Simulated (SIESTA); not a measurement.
CdSe (Cadmoselite):

```
Cd Se
1.0
     4.30000    0.00000    0.00000
    -2.15000    3.72391    0.00000
     0.00000    0.00000    7.02000
Cd Se
2 2
Cartesian
  2.1500 1.2413 3.5100
  0.0000 2.4826 0.0000
  2.1500 1.2413 6.2127
  0.0000 2.4826 2.7027
```

Base run:

```yaml
Program: SIESTA 5.4.2
Functional: PBEsol
Potentials_or_basis: PseudoDojo 0.4 standard (PBEsol files)
Basis: DZP (energy shift 0.003 Ry; two zetas on semicore shells)
Grid_cutoff: 800 Ry
Energy_shift: 0.003 Ry
k_mesh: 7 × 7 × 4
Occupations: fermi-dirac, width 0.05 eV
Spin: no spin polarisation
```

Its results: band gap on the k mesh 0.81 eV, direct; pressure 0.4 GPa; largest force 0.306 eV/Å.

The run is repeated on the same cell with these changes: functional from PBEsol to AM05. What comes out?

Band gap on the k mesh 0.89 eV, direct; pressure 0.9 GPa; largest force 0.298 eV/Å.

Caveats: the basis of atomic orbitals isn't converged, which shifts pressures, moduli and gaps; the potentials were made for another functional, which shifts forces and pressure (some runs).
